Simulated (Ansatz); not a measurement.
CdSiP2, ordered on the zincblende lattice (I-42d) with 8 atoms a cell, relaxed with r2SCAN. It is tetragonal, I-42d (No. 122); conventional cell a = 5.694 Å, c = 10.484 Å, 21.24 Å³ an atom. Cd has 4 P at 2.57 Å; P has 2 Si at 2.26 Å and 2 Cd at 2.57 Å; Si has 4 P at 2.26 Å.

```
CELL_PARAMETERS angstrom
-2.84685 2.84685 5.24208
2.84685 -2.84685 5.24208
2.84685 2.84685 -5.24208
ATOMIC_POSITIONS crystal
Cd 0.00000 0.00000 0.00000
P 0.37500 0.42116 0.54616
Cd 0.75000 0.25000 0.50000
P 0.17116 0.62500 0.04616
Si 0.50000 0.50000 0.00000
P 0.87500 0.82884 0.45384
Si 0.25000 0.75000 0.50000
P 0.57884 0.12500 0.95384
```

The questions ask for values computed with the plane-wave code Ansatz on this geometry. The calculation is non-magnetic, and the structure need not be a phase that has been made.

**Question.** Is there a gap with PBE, and of what kind?

**Answer.** With PBE the gap is 1.37 eV and direct, at Γ.

**Question.** What does PBE+SOC give for the gap (6×6×6 mesh)?

**Answer.** The PBE+SOC gap is direct at Γ: 1.37 eV. The gap differs by 0.00 eV from PBE's.

**Question.** Estimate the gap with r2SCAN on 6×6×6.

**Answer.** r2SCAN gives a direct gap of 1.61 eV at Γ. The gap differs by +0.24 eV from PBE's.

**Question.** How does the gap change from PBE to HSE06 (4×4×4)?

**Answer.** HSE06 gives a direct gap of 2.01 eV at Γ. The gap differs by +0.64 eV from PBE's.

**Question.** How does the gap change from PBE to PBE0 (4×4×4)?

**Answer.** With PBE0 the gap is 2.67 eV and direct, at Γ. The gap differs by +1.30 eV from PBE's.

**Question.** What do these levels agree on?

**Answer.** r2SCAN covers 37 % of the step from PBE to HSE06. Spin-orbit coupling moves the least or the direct gap by up to 0.01 eV, so it can be left out where a tenth of an eV counts. All these functionals give a gap of the same kind, direct.

Only the levels marked +SOC include spin-orbit coupling.

The meshes of the hybrids are coarse, so their gaps aren't converged to the digits shown.
